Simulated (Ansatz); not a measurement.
# Ta2N: the cost of one run

Program: Ansatz 0.2.0. Level of theory: DFT PBE, scalar-relativistic, plane waves, PAW. These are calculated values, not measurements.

1 further run of the same task is left out (set aside as unsound or not needed).

## Step 1: The starting structure

The structure is orthorhombic, space group Pnnm (No. 58). Conventional cell: a = 4.349 Å, b = 5.308 Å, c = 3.314 Å, α = 90.00°, β = 90.00°, γ = 90.00°. Around Ta (site symmetry m) lie 1 Ta at 2.17 Å and 3 N at 2.19 to 2.20 Å. N (site symmetry 2/m) is surrounded by 6 Ta at 2.19 to 2.20 Å.

As a file:

```
Ta N
1.0
     4.34944    0.00000    0.00000
     0.00000    5.30846    0.00000
     0.00000    0.00000    3.31390
Ta N
4 2
Direct
  0.20040 0.37870 0.00000
  0.79960 0.62130 0.00000
  0.70040 0.12130 0.50000
  0.29960 0.87870 0.50000
  0.00000 0.00000 0.00000
  0.50000 0.50000 0.50000
```

(A quick probe on a coarse mesh, which set the mesh and smearing, is not shown.)

## Step 3: Coarse relaxation

input.yaml

```yaml
crystal:
  lattice:
    - [4.3494416626, 0.0, 0.0]
    - [0.0, 5.3084599836, 0.0]
    - [0.0, 0.0, 3.313897594]
  atoms:
    - { symbol: Ta, position: [0.2004, 0.3787, 0.0] }
    - { symbol: Ta, position: [0.7996, 0.6213, 0.0] }
    - { symbol: Ta, position: [0.7004, 0.1213, 0.5] }
    - { symbol: Ta, position: [0.2996, 0.8787, 0.5] }
    - { symbol: "N", position: [0.0, 0.0, 0.0] }
    - { symbol: "N", position: [0.5, 0.5, 0.5] }
basis:
  ecutwfc: 420
kpoints:
  mp_grid: { grid: [4, 4, 6] }
hamiltonian:
  xc: pbe
scf:
  occupations: { method: gaussian, width: 0.1 }
  lower_state_search: "off"
output:
  forces: true
  stress: true
  eigenvalues: true
relax:
  adjacent_minimum: "off"
  f_tol: 0.04
  max_steps: 70
  cell: { stress_tol: 0.4 }
```

Command:

```sh
$ ansatz run input.yaml --threads 1 --pin off --max-ram 2560MiB --backend cpu --events-out ev --progress --plain --runs-dir out
```

**Question.** How long does this run take on 1 thread of Intel Xeon 6975P-C (Granite Rapids), shared host, and how much memory does it need?

About 36 s, with a peak of 0.47 GiB.
